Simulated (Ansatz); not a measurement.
The reference is InN in the zinc blende structure (space group F-43m, No. 216; a = 4.987 Å). Axes: x, y, z lie along the cube axes.

Calculations: plane-wave PAW DFT at the PBEsol level (Ansatz, a program for electronic structure, 420 eV), scalar-relativistic without spin-orbit coupling.

Base values:

```
Item                            Result
-----------------------------  -------
Band gap                          zero
Shortest interatomic distance  2.159 Å
```

Now apply this change: a free-standing slab of 1 layer (2 atoms, 2 a layer) is cut normal to [110], with 15 Å of vacuum and the in-plane cell held at bulk.

Q: Estimate the effect on the gap character, band gap and shortest interatomic distance.

A: The gap character comes out as indirect, U → Γ; the band gap becomes 1.15 eV (base: zero); the shortest interatomic distance shrinks by 0.246 Å, from 2.159 Å to 1.913 Å.

Stability against distortions was not tested. The final runs are not spin-polarised. This is not the structure that InN has at room temperature and ambient pressure. A zero or small gap of InN can be the functional's error rather than a property of the material. k-point labels follow each cell's own Brillouin zone.
